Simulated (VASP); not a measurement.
## BaTe in VASP 6.6.1, single-point calculation

INCAR

```
ISIF = 2
IBRION = -1
LWAVE = .FALSE.
NELM = 120
LREAL = .FALSE.
LASPH = .TRUE.
NSW = 0
ENCUT = 500
METAGGA = MBJ
BMIX = 0.5
SIGMA = 0.01
ISMEAR = 0
PREC = Accurate
LCHARG = .FALSE.
EDIFF = 1E-7
NBANDS = 15
```

KPOINTS

```
KPOINTS created by Atomic Simulation Environment
0
Gamma
6 6 6
0 0 0
```

POSCAR

```
Ba Te
 1.0000000000000000
     0.0000000000000000    3.5323868449000000    3.5323868449000000
     3.5323868449000000    0.0000000000000000    3.5323868449000000
     3.5323868449000000    3.5323868449000000    0.0000000000000000
 Ba  Te
   1   1
Cartesian
  0.0000000000000000  0.0000000000000000  0.0000000000000000
  3.5323868449000000  3.5323868449000000  3.5323868449000000
```

The recommended PBE PAW datasets give the neutral cell 16 valence electrons.

Command

```
mpirun -np 1 vasp_std
```

Problem. How does this run end, and what does it give?

Solution. It didn't converge.

OSZICAR

```
N       E                     dE             d eps       ncg     rms          rms(c)
DAV:   1     0.803638973080E+03    0.80364E+03   -0.62568E+03   480   0.869E+02
DAV:   2     0.717548267972E+03   -0.86091E+02   -0.80274E+02   656   0.158E+02
DAV:   3     0.712631987114E+03   -0.49163E+01   -0.48802E+01   697   0.390E+01
DAV:   4     0.712524846912E+03   -0.10714E+00   -0.10703E+00   572   0.563E+00
DAV:   5     0.712521775403E+03   -0.30715E-02   -0.30715E-02   696   0.811E-01    0.450E+00
DAV:   6     0.711910495501E+03   -0.61128E+00   -0.10014E+01   621   0.225E+01    0.380E+00
DAV:   7     0.712559480835E+03    0.64899E+00   -0.11087E+00   529   0.808E+00    0.280E+00
DAV:   8     0.712897795400E+03    0.33831E+00   -0.28374E-01   515   0.350E+00    0.225E+00
DAV:   9     0.713619210731E+03    0.72142E+00   -0.32014E-01   564   0.407E+00    0.215E+00
DAV:  10     0.714136949326E+03    0.51774E+00   -0.79827E-01   487   0.720E+00    0.162E+00
...
DAV: 112     0.686735186768E+03   -0.15897E+02   -0.93009E+02   787   0.152E+02    0.392E+01
DAV: 113     0.713181506594E+03    0.26446E+02   -0.27034E+02   676   0.138E+02    0.159E+01
DAV: 114     0.729199993536E+03    0.16018E+02   -0.88516E+02   487   0.665E+02    0.116E+01
DAV: 115     0.715718723087E+03   -0.13481E+02   -0.28782E+02   515   0.155E+02    0.844E+00
DAV: 116     0.713840476012E+03   -0.18782E+01   -0.16315E+02   585   0.128E+02    0.920E+00
DAV: 117     0.721351233400E+03    0.75108E+01   -0.99897E+01   713   0.231E+02    0.137E+01
DAV: 118     0.585798552791E+03   -0.13555E+03   -0.57172E+02   720   0.244E+02    0.309E+01
DAV: 119     0.676145285717E+03    0.90347E+02   -0.12073E+03   697   0.248E+02    0.440E+01
DAV: 120     0.708730884815E+03    0.32586E+02   -0.10591E+03   655   0.252E+02
   1 F= 0.70873088E+03 E0= 0.70873088E+03  d E =-.135147E-27
```

Standard output (part)

```
POSCAR found type information on POSCAR BaTe
 POSCAR found :  2 types and       2 ions
 LDA part: xc-table for (None), standard interpolation
 POSCAR, INCAR and KPOINTS ok, starting setup
 WAVECAR not read
 entering main loop
|     The electronic self-consistency was not achieved in the given           |
|     number of steps (NELM). The forces and other quantities evaluated       |
|     might not be reliable so examine the results carefully. If you find     |
|     spurious results, we suggest increasing NELM, if you were close to      |
|     convergence or switching to a different ALGO or adjusting the           |
|     density mixing parameters otherwise.                                    |
```
